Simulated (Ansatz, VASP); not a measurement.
B in VASP and in Ansatz

```
B
1.0
     3.28129    0.00000    0.00000
    -0.77760    3.18782    0.00000
     0.00000    0.00000   14.00000
B
3
Direct
  0.85947 0.14053 0.50000
  0.36984 0.63016 0.50000
  0.11747 0.88253 0.50000
```

Alike in both runs: task single point; functional PBE; k mesh 6 × 6 × 1; occupations gaussian, width 0.1 eV; no spin polarisation.

|  | VASP | Ansatz |
| --- | --- | --- |
| version | VASP 6.6.1 | Ansatz 0.2.0 |
| potentials or method | VASP PAW PBE potentials, release 64 (B) | scalar-relativistic, plane waves, PAW |
| plane-wave cutoff (eV) | 520 | 420 |
| valence electrons in the cell | 9 | 9 |

```tsv
	VASP	Ansatz	Ansatz less VASP
gap on the k mesh at the Fermi level (eV)	none	none	-
rms of the force components (eV/Å)	6.851	6.833	-0.0181
```

Atom by atom the forces differ by 0.020 eV/Å (rms over components). A gap of «none» marks a metal or a gap that the smearing closes. Ansatz warned: «slab_cell_height_set».
